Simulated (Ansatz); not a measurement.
A run of Ansatz 0.2.0:

The input input.yaml:

```yaml
crystal:
  lattice:
    - [3.488598, -3.132578, 0.0]
    - [3.488598, 3.132578, 0.0]
    - [-1.260235, 0.0, 3.11355]
  atoms:
    - { symbol: Bi, position: [0.753061, 0.753061, 0.857382] }
    - { symbol: Bi, position: [0.246939, 0.246939, 0.142618] }
hamiltonian:
  xc: r2scan
  pseudopotentials: { kind: paw }
kpoints:
  mp_grid: { grid: [6, 6, 9] }
  band_path:
    path:
      - [[0.0, 0.0, 0.0], [-0.5600545268, -0.5600545268, -0.387994671], [-0.2923401794, -0.2923401794, -0.5750158585], [-0.8277688743, -0.8277688743, 0.7990265165], [0.0, 0.0, 0.5], [-0.5, 0.5, 0.5], [-0.7076598206, 0.2923401794, 0.5750158585]]
      - [[-0.1722311257, 0.8277688743, -0.7990265165], [-0.4399454732, 0.5600545268, -0.612005329], [-0.5, 0.5, 0.0], [0.0, 0.0, 0.0], [-0.5, 0.0, -0.5]]
      - [[-0.5, 0.0, 0.0], [0.0, 0.0, 0.0]]
    npoints: 14
scf:
  occupations: { method: fermi_dirac, width: 0.05 }
  n_extra_bands: 6
output:
  forces: true
  stress: true
  eigenvalues: true
  fatbands: true
```

Potentials or basis: Ansatz PAW.

Launch:

```bash
$ ansatz run input.yaml --threads 2 --pin off --max-ram 5632MiB --backend cpu --events-out ev --progress --plain --runs-dir out
```

Hardware: 2 threads of Arm Neoverse V1 (shared host).

Problem. Estimate the wall time of this run.

Solution. It took 20 s on 2 threads of Arm Neoverse V1 (shared host), peak memory 0.55 GiB. Counts: scf iterations 6, plane waves 1715, k points 97, bands 21.
